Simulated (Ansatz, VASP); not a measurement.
**ZrC in VASP and in Ansatz**

```
Zr C
1.0
     3.06901    0.00000    0.00000
    -1.53450    2.65784    0.00000
     0.00000    0.00000    2.99520
Zr C
1 1
Direct
  0.00000 0.00000 0.00000
  0.66667 0.33333 0.50000
```

The cell comes from a database or a generator and needn't be the stable form of this composition.

Alike in both runs: task relaxation of cell and atoms; functional PBE; k mesh 12 × 12 × 12; occupations gaussian, width 0.05 eV; no spin polarisation.

```csv
,VASP,Ansatz
version,VASP 6.6.1,Ansatz 0.2.0
potentials or method,"VASP PAW PBE potentials, release 64 (Zr_sv, C)","scalar-relativistic, plane waves, PAW"
plane-wave cutoff (eV),600,420
valence electrons in the cell,16,16
```

VASP gave:

- gap on the k mesh at the Fermi level, each at its own relaxed structure (eV): none
- relaxed volume (Å³/atom): 13.61
- relaxed cell length with the largest relative difference (Å): 2.940
- energy change over the relaxation (meV/atom): -148

Task: What did Ansatz give for the same quantities?

Result: gap on the k mesh at the Fermi level, each at its own relaxed structure (eV): none; relaxed volume (Å³/atom): 13.61; relaxed cell length with the largest relative difference (Å): 2.940; energy change over the relaxation (meV/atom): -147.

A gap of «none» marks a metal or a gap that the smearing closes.
